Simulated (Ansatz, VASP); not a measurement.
## One calculation of Y, two programs

```
Y
1.0
     0.00000    2.50961    2.50961
     2.50961    0.00000    2.50961
     2.50961    2.50961    0.00000
Y
1
Direct
  0.00000 0.00000 0.00000
```

Change from the starting cell: volume scaled by 1.03, PAW files.

Alike in both runs: task electric field gradients; functional PBE; k mesh 14 × 14 × 14; occupations fermi-dirac, width 0.03 eV; no spin polarisation.

```csv
,VASP,Ansatz
version,VASP 6.6.1,Ansatz 0.2.0
potentials or method,"VASP PAW PBE potentials, release 64 (Y_sv)","PAW with Ansatz's default frozen-core files, scalar-relativistic"
plane-wave cutoff (eV),520,420
valence electrons in the cell,11,11
```

Ansatz gave:

```
pressure (GPa)                                                 : 1.1
Vzz of the field gradient on the site that differs most (V/Å²) : 0.0
```

**Question.** Which values does VASP return?

**Answer.** Pressure (GPa): 0.9; Vzz of the field gradient on the site that differs most (V/Å²): 0.0.

Ansatz warned: «gradients_without_spin_orbit».
